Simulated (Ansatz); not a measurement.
Ge: stiffness from a series of strains

```xyz
4
Lattice="3.9976 0.0000 0.0000 -1.9988 3.4620 0.0000 0.0000 0.0000 6.5994" Properties=species:S:1:pos:R:3 pbc="T T T"
Ge    1.9988    1.1540    0.4151
Ge    0.0000    2.3080    3.7148
Ge    1.9988    1.1540    2.8846
Ge    0.0000    2.3080    6.1843
```

Atoms are numbered in the order listed.

Structure from Materials Project entry mp-1007760 (possibly hypothetical), not relaxed further.

Theory: DFT, PBE, all-electron LAPW, scalar-relativistic in Ansatz 0.2.0.

Sampling and basis: a Γ-centred 11×11×6 k mesh, Fermi–Dirac smearing of 0.05 eV, basis error target 1 meV/atom, no spin polarisation.

The strain is applied along the Cartesian axes of the cell as listed (the other components stay zero). Fractional coordinates are held (clamped ions).

σ is the change of stress from the unstrained cell, which is at 2.91 GPa; tension is positive, so slopes are stress–strain coefficients at that pressure. In a metal the k mesh adds noise.

Only quantities that a quadratic follows smoothly over the whole series are listed; rougher ones are left out.

| εxx = εyy | σzz (GPa) | σxx (GPa) |
| --- | --- | --- |
| -0.0300 | -1.00 | -7.29 |
| -0.0200 | -0.61 | -4.56 |
| -0.0100 | -0.28 | -2.15 |
| 0.0000 | 0.00 | 0.00 |
| 0.0100 | 0.23 | 1.92 |
| 0.0300 | 0.60 | 5.18 |

Q: Fit the series and read off the stiffness at zero strain.

A: Least-squares fits y = p0 + p1 x + p2 x² to the rows give σzz (GPa): p1 = 26.5, p2 = -220; σxx (GPa): p1 = 207, p2 = -1200. So C13 + C23 = 26 GPa and C11 + C12 = 207 GPa, for these axes.

Q: One run, at εxx = εyy = 0.0200, is withheld. Predict its row.

A: The fits give 0.44, 3.68; the run gave 0.43, 3.65.
